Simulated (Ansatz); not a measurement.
# Dielectric response of NaI (001) films, part 2 of 4

Wanted: ε of rocksalt NaI (001) by finite fields on slabs, and the band edges against the vacuum where run.

Ansatz 0.2.0; plane-wave DFT, PBEsol, Ansatz PAW (the session's first sound run).

So far, gap on the k-mesh (eV): step 2 (relaxation, 6 atoms, units 3) 3.73.

## Step 3: The relaxed film, single point, 6 atoms, units 3

The film was relaxed beforehand; a single point on the relaxed positions gives its levels and potential.

Input file input.yaml:

```yaml
crystal:
  lattice:
    - [4.57498087, 0.0, 0.0]
    - [0.0, 4.57498087, 0.0]
    - [0.0, 0.0, 24.47]
  atoms:
    - { symbol: Na, position: [0.5, 0.5, 0.3731371911] }
    - { symbol: I, position: [0.0, 0.0, 0.367675752] }
    - { symbol: Na, position: [0.0, 0.0, 0.4999999904] }
    - { symbol: I, position: [0.5, 0.5, 0.500000026] }
    - { symbol: Na, position: [0.5, 0.5, 0.6268627909] }
    - { symbol: I, position: [0.0, 0.0, 0.6323242496] }
kpoints:
  mp_grid: { grid: [6, 6, 1] }
hamiltonian:
  xc: pbesol
scf:
  occupations: { method: fixed }
  convergence: { dr2_threshold: 1.0e-09 }
efield:
  axis: 3
  dipole_correction: true
  ramp_position: 0.97
  ramp_width: 0.06
output:
  eigenvalues: true
  write_potential: true
  write_density: true
  volumetric_format: npy
```

Started as:

```bash
> ansatz run input.yaml --threads 4 --pin off --max-ram 12288MiB --backend cpu --events-out ev --progress --plain --runs-dir out
```

Numbers of over 12 decimals in the logs are rounded to 6 here.

What it wrote:

```text
[...]
Crystal: 6 atoms, lattice volume = 512.168 Å³
Basis set: ecut = 420 eV, 10041 PW (Γ)
Bands: 47, of which v1, the nominal top of the filled ones, is band 39 counted from 1 (38 counted from 0)
Symmetry: 8 space group operations
k-points: 10 of 36
[...]
SCF iter   1: F=—  HF=-26731.719624 eV  |F-HF|=—  |Δ(HF+E_count)|=         —  Δρ=1.45e-3  dr2=1.20e-2  ethr=1.77e-3  p=-0.000 e·Å  D=-1.53e-7 V/Å  ΔV_dip=0.00 eV  dr2_dipole=7.49e-11  V_vac-E_F(+/−)=6.13/6.13 eV  ⟨swp⟩=6.7  Hψ=1804  notcnv=0  defer=50
[...]
SCF iter   8: F=-26731.718334 eV  HF=-26731.718334 eV  |F-HF|=2.39e-9  |Δ(HF+E_count)|=   2.01e-8  Δρ=1.27e-7  dr2=1.25e-10  ethr=1.28e-12  p=0.000 e·Å  D=9.92e-8 V/Å  ΔV_dip=-0.00 eV  dr2_dipole=1.26e-12  V_vac-E_F(+/−)=5.95/5.95 eV  ⟨swp⟩=19.7  Hψ=2691  notcnv=0
SCF 1 converged in 8 iterations: F = -26731.718334 eV  dr2 = 1.25e-10
[...]
WARN: The output density's exchange-correlation potential varies sharply where the density is thin. Do not read a vacuum level from v_tot or v_xc, or from such a field of the output density. On a cell that repeats whose density bears no net charge and no dipole along the vacuum's axis use v_es (v_loc + v_h of the components); under efield.dipole_correction with no amplitude use v_es + v_field, which holds any externa [...]
SCF converged after 8 iterations
Free energy (F): -26731.718334 eV
[...]
Internal energy: -26731.718334 eV  (E = F + TS)
E sigma→0 (E₀):  -26731.718334 eV
Fermi energy:    -2.432688 eV
Dipole field:    D = -0.000001 V/Å  (p = -0.000002 e·Å, saw-weighted, corrected)
Work function:   Φ+ = 5.9514 eV   Φ− = 5.9514 eV
[...]
--- Band table (eV; the first three rows and the last of 10) ---
  k-point 0: bands = [... 35 lower, -2.6433, -2.6297, -2.4327, -2.4327, 1.2975, 1.9705, 2.4307, 3.2674, ... 4 higher]
  k-point 1: bands = [... 35 lower, -2.7263, -2.6134, -2.5242, -2.4384, 1.8326, 2.2528, 2.7593, 3.4090, ... 4 higher]
  k-point 2: bands = [... 35 lower, -2.7004, -2.6774, -2.5515, -2.4733, 2.6401, 2.8000, 2.9539, 3.7312, ... 4 higher]
  k-point 9: bands = [... 35 lower, -3.2822, -3.2822, -2.8841, -2.7711, 2.1544, 2.7001, 2.7287, 3.5279, ... 4 higher]
```

It took 6.9 s on 4 threads of Arm Neoverse V1, shared host; peak memory 0.92 GiB.

The column dr2 measures how far the density is from self-consistency, as an energy; F and HF (Harris–Foulkes) agree once it is small.

Numbers from this step:

```
dipole along the normal : -2.39e-6 e·Å
```

Running mean over 3.235 Å of the planar mean; the ramp of the sawtooth is left out. Table of electron's electrostatic potential energy less the highest filled level by z:

```csv
z (Å),electron's electrostatic potential energy less the highest filled level (eV)
3.0,5.95
3.5,5.95
4.0,5.95
4.5,5.95
5.0,5.95
5.5,5.93
6.0,5.85
6.5,5.55
7.0,4.72
7.5,3.45
8.0,2.14
8.5,1.50
9.0,1.35
9.5,1.32
10.0,1.29
10.5,1.17
11.0,1.20
11.5,1.30
12.0,1.32
12.5,1.32
13.0,1.30
13.5,1.19
14.0,1.18
14.5,1.30
15.0,1.32
15.5,1.35
16.0,1.52
16.5,2.21
17.0,3.53
17.5,4.78
18.0,5.58
18.5,5.86
19.0,5.93
19.5,5.95
20.0,5.95
20.5,5.95
21.0,5.95
```

The gap is 3.73 eV, with the valence edge 5.95 eV and the conduction edge 2.22 eV under the upper vacuum level.

## Step 4: Single point, 6 atoms, units 3, field 0.1 V/Å

A sawtooth potential applies the field, turning back in the middle of the vacuum. With the dipole correction the typed value is the field outside the slab. The induced dipole is small, so the SCF threshold is tight.

input.yaml, as its differences from that of step 3:

```diff
@@ -18,3 +18,3 @@
   occupations: { method: fixed }
-  convergence: { dr2_threshold: 1.0e-09 }
+  convergence: { dr2_threshold: 1.0e-10 }
 efield:
@@ -22,6 +22,6 @@
   dipole_correction: true
-  ramp_position: 0.97
-  ramp_width: 0.06
+  ramp_position: 0.9685
+  ramp_width: 0.063
+  amplitude: 0.1
 output:
-  eigenvalues: true
   write_potential: true
```

What it wrote:

```text
[...]
Crystal: 6 atoms, lattice volume = 512.168 Å³
Basis set: ecut = 420 eV, 10041 PW (Γ)
Bands: 47, of which v1, the nominal top of the filled ones, is band 39 counted from 1 (38 counted from 0)
Symmetry: 8 space group operations
k-points: 10 of 36
[...]
SCF iter  11: F=-26731.722457 eV  HF=-26731.722457 eV  |F-HF|=6.18e-11  |Δ(HF+E_count)|=  6.11e-10  Δρ=6.97e-8  dr2=1.29e-11  ethr=1.00e-12  p=0.082 e·Å  D=2.91e-2 V/Å  ΔV_dip=-0.71 eV  dr2_dipole=8.65e-14  V_vac-E_F(+/−)=6.65/5.14 eV  ⟨swp⟩=19.9  Hψ=2645  notcnv=0
SCF 1 converged in 11 iterations: F = -26731.722457 eV  dr2 = 1.29e-11
[...]
SCF converged after 11 iterations
[...]
Free energy (F): -26731.722457 eV
[...]
Internal energy: -26731.722457 eV  (E = F + TS)
E sigma→0 (E₀):  -26731.722457 eV
Fermi energy:    -2.408388 eV
Dipole field:    D = 0.029136 V/Å  (p = 0.082468 e·Å, saw-weighted, corrected)
Work function:   not extracted (applied field tilts the vacuum); planar V_es + V_field profile in the machine report
[...]
--- Band table (eV; the first three rows and the last of 10) ---
  k-point 0: bands = [... 35 lower, -2.6609, -2.6206, -2.4084, -2.4084, 1.2778, 1.9774, 2.4310, 2.9935, ... 4 higher]
  k-point 1: bands = [... 35 lower, -2.7154, -2.6355, -2.5143, -2.4094, 1.7987, 2.2702, 2.7607, 3.1856, ... 4 higher]
  k-point 2: bands = [... 35 lower, -2.7422, -2.6280, -2.5975, -2.4208, 2.5672, 2.8409, 2.9682, 3.6036, ... 4 higher]
  k-point 9: bands = [... 35 lower, -3.2697, -3.2697, -2.9380, -2.7185, 2.1363, 2.7156, 2.7274, 3.5219, ... 4 higher]
```

It took 8.3 s on 4 threads; peak memory 0.91 GiB; 30 s of CPU time.

This step gave:

- gap on the k-mesh: 3.686 eV
- dipole along the normal: 0.08247 e·Å

The dipole is 0.0825 e·Å, and the gap on the mesh 3.686 eV.

## Step 5: Single point, 6 atoms, units 3, field -0.1 V/Å

input.yaml, as its differences from that of step 4:

```diff
@@ -24,3 +24,3 @@
   ramp_width: 0.063
-  amplitude: 0.1
+  amplitude: -0.1
 output:
```

What it wrote:

```text
[...]
Crystal: 6 atoms, lattice volume = 512.168 Å³
Basis set: ecut = 420 eV, 10041 PW (Γ)
Bands: 47, of which v1, the nominal top of the filled ones, is band 39 counted from 1 (38 counted from 0)
Symmetry: 8 space group operations
k-points: 10 of 36
[...]
k-point 0: bands = [... 35 lower, -2.6609, -2.6206, -2.4084, -2.4084, 1.2778, 1.9774, 2.4310, 2.9935, ... 4 higher]
  k-point 1: bands = [... 35 lower, -2.7154, -2.6355, -2.5143, -2.4094, 1.7987, 2.2702, 2.7607, 3.1857, ... 4 higher]
  k-point 2: bands = [... 35 lower, -2.7422, -2.6280, -2.5975, -2.4208, 2.5672, 2.8409, 2.9682, 3.6036, ... 4 higher]
  k-point 9: bands = [... 35 lower, -3.2697, -3.2697, -2.9380, -2.7185, 2.1363, 2.7156, 2.7274, 3.5219, ... 4 higher]
[key lines of the parts left out:]
SCF converged after 11 iterations
Free energy (F): -26731.722457 eV
Fermi energy:    -2.408389 eV
Dipole field:    D = -0.029136 V/Å  (p = -0.082468 e·Å, saw-weighted, corrected)
```

It took 7.7 s on 4 threads; peak memory 0.91 GiB; 30 s of CPU time.

The dipole is -0.0825 e·Å, and the gap on the mesh 3.686 eV.

## Step 6: Response with the atoms held, 6 atoms, units 3

This step: plane-wave DFT, PBEsol, Ansatz PAW; response to a field along the normal, atoms held (Ansatz 0.2.0).

The two fields give this film's response with the atoms held: the electronic part.

This step gave:

```yaml
equivalent_conductor_thickness_p_eps_0ae: 7.130 Å
distance_between_the_outer_atoms: 6.476 Å
thickness: 9.705 Å
```

Local field over the applied field, running mean. From the potentials at -0.1 and 0.1 V/Å; running mean over 3.235 Å, taken twice. Table of local field over applied field by z:

```csv
z (Å),local field over applied field
5,0.963
6,0.867
7,0.698
8,0.503
9,0.357
10,0.293
11,0.285
12,0.289
13,0.287
14,0.285
15,0.317
16,0.425
17,0.605
18,0.795
19,0.928
20,0.985
```

Electrons, planar mean, per unit field. The induced electron density by z:

```csv
z (Å),induced electron density (e/Å³ per V/Å)
5,3.1e-5
6,2.5e-4
7,0.00154
8,0.00290
9,-1.7e-5
10,-0.00165
11,0.00113
12,8.0e-4
13,-0.00130
14,7.3e-4
15,9.2e-4
16,-0.00124
17,-0.00272
18,-6.3e-4
19,-8.6e-5
20,-9.5e-6
```

By hand: between -0.1 and 0.1 V/Å the dipole changes by 0.1649 e·Å, a slope of 0.8247 e·Å²/V. A perfect conductor of thickness t has p = ε₀AEt, so t = 180.95 × 0.8247 / 20.930 = 7.13 Å (e/ε₀ = 180.95 V·Å, A in Å²).

The induced dipole is that of a conductor 7.13 Å thick.

## Step 7: Relaxing in the field, 6 atoms, field 0.05 V/Å

This step: plane-wave DFT, PBEsol, Ansatz PAW (Ansatz 0.2.0).

Now the atoms may follow the field. A weak field makes forces of meV/Å to tens of meV/Å, so the force tolerance is set well below the usual one.

input.yaml, as its differences from that of step 5:

```diff
@@ -22,5 +22,8 @@
   dipole_correction: true
-  ramp_position: 0.9685
-  ramp_width: 0.063
-  amplitude: -0.1
+  ramp_position: 0.97
+  ramp_width: 0.06
+  amplitude: 0.05
+relax:
+  f_tol: 0.0006
+  max_steps: 70
 output:
```

What it wrote:

```text
[...]
Crystal: 6 atoms, lattice volume = 512.168 Å³
Basis set: ecut = 420 eV, 10041 PW (Γ), exchange–correlation on 64×64×360 points (8 copies of the dense FFT grid, shifted against one another)
Bands: 47, of which v1, the nominal top of the filled ones, is band 39 counted from 1 (38 counted from 0)
Symmetry: 8 space group operations
k-points: 10 of 36
[...]
SCF iter  11: F=-26731.719417 eV  HF=-26731.719417 eV  |F-HF|=2.51e-10  |Δ(HF+E_count)|=   1.14e-9  Δρ=6.03e-8  dr2=1.09e-11  ethr=1.00e-12  p=0.041 e·Å  D=1.46e-2 V/Å  ΔV_dip=-0.36 eV  dr2_dipole=1.25e-13  V_vac-E_F(+/−)=6.31/5.55 eV  ⟨swp⟩=6.7  Hψ=2110  notcnv=0
SCF 1 converged in 11 iterations: F = -26731.719417 eV  dr2 = 1.09e-11
[...]
relax step   1: F+E_penalty+E_count = -26731.71941651 eV  Δ(F+E_penalty+E_count) = +0.000e0 eV  max|allowed force component| = 1.751e-2 eV/Å  Δτ_max = 0.0000 Å  (11 SCF iters, accepted)
[...]
SCF iter   7: F=-26731.719660 eV  HF=-26731.719659 eV  |F-HF|=3.20e-10  |Δ(HF+E_count)|=   4.47e-9  Δρ=1.03e-7  dr2=4.66e-11  ethr=1.00e-12  p=0.049 e·Å  D=1.72e-2 V/Å  ΔV_dip=-0.42 eV  dr2_dipole=2.41e-12  V_vac-E_F(+/−)=6.28/5.58 eV  ⟨swp⟩=5.0  Hψ=2435  notcnv=0
SCF 2 converged in 7 iterations: F = -26731.719660 eV  dr2 = 4.66e-11
relax step   2: F+E_penalty+E_count = -26731.71965950 eV  Δ(F+E_penalty+E_count) = -2.430e-4 eV  max|allowed force component| = 7.110e-3 eV/Å  Δτ_max = 0.0061 Å  (7 SCF iters, accepted)
SCF iter   1: F=—  HF=-26731.719582 eV  |F-HF|=—  |Δ(HF+E_count)|=         —  Δρ=2.34e-5  dr2=3.41e-5  ethr=2.45e-7  p=0.049 e·Å  D=1.72e-2 V/Å  ΔV_dip=-0.42 eV  dr2_dipole=2.17e-5  V_vac-E_F(+/−)=6.28/5.58 eV  ⟨swp⟩=4.9  Hψ=860  notcnv=0  defer=60
[...]
SCF iter   7: F=-26731.719689 eV  HF=-26731.719689 eV  |F-HF|=4.73e-11  |Δ(HF+E_count)|=   1.14e-9  Δρ=3.90e-8  dr2=7.75e-12  ethr=1.00e-12  p=0.052 e·Å  D=1.84e-2 V/Å  ΔV_dip=-0.45 eV  dr2_dipole=3.70e-14  V_vac-E_F(+/−)=6.27/5.60 eV  ⟨swp⟩=6.9  Hψ=2198  notcnv=0
SCF 3 converged in 7 iterations: F = -26731.719689 eV  dr2 = 7.75e-12
relax step   3: F+E_penalty+E_count = -26731.71968915 eV  Δ(F+E_penalty+E_count) = -2.965e-5 eV  max|allowed force component| = 7.731e-4 eV/Å  Δτ_max = 0.0023 Å  (7 SCF iters, accepted)
SCF iter   1: F=—  HF=-26731.719689 eV  |F-HF|=—  |Δ(HF+E_count)|=         —  Δρ=2.67e-6  dr2=1.50e-7  ethr=3.80e-9  p=0.052 e·Å  D=1.84e-2 V/Å  ΔV_dip=-0.45 eV  dr2_dipole=1.22e-9  V_vac-E_F(+/−)=6.27/5.60 eV  ⟨swp⟩=3.2  Hψ=774  notcnv=0  defer=60
[...]
SCF iter   4: F=-26731.719689 eV  HF=-26731.719689 eV  |F-HF|=1.24e-10  |Δ(HF+E_count)|=  4.77e-10  Δρ=1.21e-7  dr2=6.47e-11  ethr=1.00e-12  p=0.052 e·Å  D=1.84e-2 V/Å  ΔV_dip=-0.45 eV  dr2_dipole=8.35e-14  V_vac-E_F(+/−)=6.27/5.60 eV  ⟨swp⟩=5.2  Hψ=2309  notcnv=0
SCF 4 converged in 4 iterations: F = -26731.719689 eV  dr2 = 6.47e-11
relax step   4: F+E_penalty+E_count = -26731.71968946 eV  Δ(F+E_penalty+E_count) = -3.093e-7 eV  max|allowed force component| = 2.827e-4 eV/Å  Δτ_max = 0.0003 Å  (4 SCF iters, accepted)
NSCF: frozen V_eff on 10 k-points
[...]
SCF converged after 4 iterations
[...]
Free energy (F): -26731.719689 eV
[...]
Internal energy: -26731.719689 eV  (E = F + TS)
E sigma→0 (E₀):  -26731.719689 eV
Fermi energy:    -2.431984 eV
Dipole field:    D = 0.018417 V/Å  (p = 0.052128 e·Å, saw-weighted, corrected)
Work function:   not extracted (applied field tilts the vacuum); planar V_es + V_field profile in the machine report
[...]
--- Forces (eV/Å), atoms counted from 1 ---
  atom   1  Na    -0.00000000     0.00000000    -0.00011754
  atom   2  I      0.00000000     0.00000000    -0.00004105
  atom   3  Na     0.00000000     0.00000000     0.00028347
  atom   4  I     -0.00000000     0.00000000     0.00000776
  atom   5  Na    -0.00000000     0.00000000    -0.00011433
  atom   6  I     -0.00000000     0.00000000    -0.00001341
  max |Σ_I F_I| component: 4.90e-6 eV/Å
--- Band table (eV; the first three rows and the last of 10) ---
  k-point 0: bands = [... 35 lower, -2.6448, -2.6300, -2.4320, -2.4320, 1.2959, 1.9705, 2.4303, 3.2012, ... 4 higher]
  k-point 1: bands = [... 35 lower, -2.7264, -2.6151, -2.5243, -2.4375, 1.8299, 2.2535, 2.7588, 3.3635, ... 4 higher]
  k-point 2: bands = [... 35 lower, -2.7062, -2.6725, -2.5550, -2.4705, 2.6334, 2.8040, 2.9536, 3.7127, ... 4 higher]
  k-point 9: bands = [... 35 lower, -3.2820, -3.2820, -2.8874, -2.7690, 2.1533, 2.7008, 2.7281, 3.5267, ... 4 higher]
--- Relaxed structure (4 steps of the walk, 4 accepted, 0 SCFs on fresh bases) ---
  F+E_penalty+E_count = -26731.71968946 eV   max|allowed force component| = 2.827e-4 eV/Å
  atoms:
    - { symbol: Na, position: [0.500000, 0.500000, 0.373473] }
    - { symbol: I, position: [0, 0.0, 0.367348] }
    - { symbol: Na, position: [0, 0.0, 0.500066] }
    - { symbol: I, position: [0.500000, 0.500000, 0.499994] }
    - { symbol: Na, position: [0.500000, 0.500000, 0.627143] }
    - { symbol: I, position: [0, 0.0, 0.631976] }
```

Wall time 17 s (4 threads); peak memory 0.88 GiB; 67 s of CPU time.

The steps of the relaxation:

```csv
step,energy less that of the first step (eV),largest force component (eV/Å)
1,0.0000,0.0175
2,-0.0002,0.0071
3,-0.0003,0.0008
4,-0.0003,0.0003
```

Forces are held to the 8 operations that the run works with; a distortion that breaks them can't arise in this run.

Final coordinates:

```cif
data_structure
_symmetry_space_group_name_H-M 'P 1'
_symmetry_Int_Tables_number 1
_cell_length_a 4.5750
_cell_length_b 4.5750
_cell_length_c 24.4700
_cell_angle_alpha 90.000
_cell_angle_beta 90.000
_cell_angle_gamma 90.000
_cell_volume 512.17
loop_
_atom_site_label
_atom_site_type_symbol
_atom_site_fract_x
_atom_site_fract_y
_atom_site_fract_z
_atom_site_occupancy
Na1 Na 0.50000 0.50000 0.37347 1
I2 I 0.00000 0.00000 0.36735 1
Na3 Na 0.00000 0.00000 0.50007 1
I4 I 0.50000 0.50000 0.49999 1
Na5 Na 0.50000 0.50000 0.62714 1
I6 I 0.00000 0.00000 0.63198 1
```

This step gave:

```
gap on the k-mesh       : 3.728 eV
dipole along the normal : 0.05213 e·Å
```

The relaxation took 4 steps and lowered the energy by 2.7e-4 eV; the largest force on the free atoms ends at 2.8e-4 eV/Å.

The dipole is 0.0521 e·Å, and the gap on the mesh 3.728 eV.

## Step 8: Field on, atoms free, 6 atoms, field -0.05 V/Å

The opposite sign, again from the field-free geometry; the difference of the two cancels what relaxes without a field.

input.yaml, as its differences from that of step 7:

```diff
@@ -24,3 +24,3 @@
   ramp_width: 0.06
-  amplitude: 0.05
+  amplitude: -0.05
 relax:
```

What it wrote:

```text
[...]
Crystal: 6 atoms, lattice volume = 512.168 Å³
Basis set: ecut = 420 eV, 10041 PW (Γ), exchange–correlation on 64×64×360 points (8 copies of the dense FFT grid, shifted against one another)
Bands: 47, of which v1, the nominal top of the filled ones, is band 39 counted from 1 (38 counted from 0)
Symmetry: 8 space group operations
k-points: 10 of 36
[...]
F+E_penalty+E_count = -26731.71968946 eV   max|allowed force component| = 2.828e-4 eV/Å
  atoms:
    - { symbol: Na, position: [0.500000, 0.500000, 0.372857] }
    - { symbol: I, position: [0, 0.0, 0.368024] }
    - { symbol: Na, position: [0, 0.0, 0.499934] }
    - { symbol: I, position: [0.500000, 0.500000, 0.500006] }
    - { symbol: Na, position: [0.500000, 0.500000, 0.626527] }
    - { symbol: I, position: [0, 0.0, 0.632652] }
[key lines of the parts left out:]
SCF converged after 4 iterations
Free energy (F): -26731.719689 eV
Fermi energy:    -2.431984 eV
Dipole field:    D = -0.018416 V/Å  (p = -0.052126 e·Å, saw-weighted, corrected)
```

Run time: 17 s. Hardware: 4 threads; peak memory 0.88 GiB; 67 s of CPU time.

The steps of the relaxation:

```csv
step,energy less that of the first step (eV),largest force component (eV/Å)
1,0.0000,0.0175
2,-0.0002,0.0071
3,-0.0003,0.0008
4,-0.0003,0.0003
```

The run keeps the 8 symmetry operations that it works with, so distortions that break them were not tested.

Final coordinates:

```xyz
6
Lattice="4.5750 0.0000 0.0000 0.0000 4.5750 0.0000 0.0000 0.0000 24.4700" Properties=species:S:1:pos:R:3
Na    2.2875    2.2875    9.1238
I     0.0000    0.0000    9.0055
Na    0.0000    0.0000   12.2334
I     2.2875    2.2875   12.2351
Na    2.2875    2.2875   15.3311
I     0.0000    0.0000   15.4810
```

The relaxation took 4 steps and lowered the energy by 2.7e-4 eV; the largest force on the free atoms ends at 2.8e-4 eV/Å.

The dipole is -0.0521 e·Å, and the gap on the mesh 3.728 eV.

## Step 9: Response with the atoms relaxed, 6 atoms, units 3

This step: plane-wave DFT, PBEsol, Ansatz PAW; response to a field along the normal, atoms relaxed (Ansatz 0.2.0).

The two relaxed runs give the static response.

Numbers from this step:

| Item | Value |
| --- | --- |
| equivalent conductor thickness p/(ε₀AE) | 9.013 Å |
| distance between the outer atoms | 6.475 Å |

Local field over the applied field, running mean. From the potentials at -0.05 and 0.05 V/Å; running mean over 3.235 Å, taken twice. Table of local field over applied field by z:

z (Å), local field over applied field and a bar:
```
      4.5      0.970 ##############################
      5.0      0.911 ############################
      5.5      0.876 ###########################
      6.0      0.823 #########################
      6.5      0.695 #####################
      7.0      0.596 #################
      7.5      0.477 #############
      8.0      0.390 ##########
      8.5      0.329 ########
      9.0      0.175 ###
      9.5      0.165 ###
     10.0      0.136 ##
     10.5      0.113 #
     11.0      0.117 #
     11.5      0.080 
     12.0      0.120 #
     12.5      0.117 #
     13.0      0.082 
     13.5      0.117 #
     14.0      0.113 #
     14.5      0.139 ##
     15.0      0.162 ###
     15.5      0.181 ###
     16.0      0.336 #########
     16.5      0.393 ###########
     17.0      0.484 ##############
     17.5      0.603 ##################
     18.0      0.701 #####################
     18.5      0.829 #########################
     19.0      0.876 ###########################
     19.5      0.915 ############################
     20.0      0.973 ##############################
```

The induced dipole is that of a conductor 9.01 Å thick.

[end of part 2 of 4]

[Logs are printed without paths, hosts, clocks, repeated set-up lines and the standing remarks that a program may print on its own settings, such as how far it seeks lower states.]

[Hosts, paths, dates, database ids (printed as entryN), source tags and the programs' standing remarks are cut or masked in the printed files.]

[Maps of the electrostatic potential energy from Ansatz leave out the sawtooth potential of an applied field or a dipole correction, so their vacuum need not be flat; planar profiles and work functions include it.]
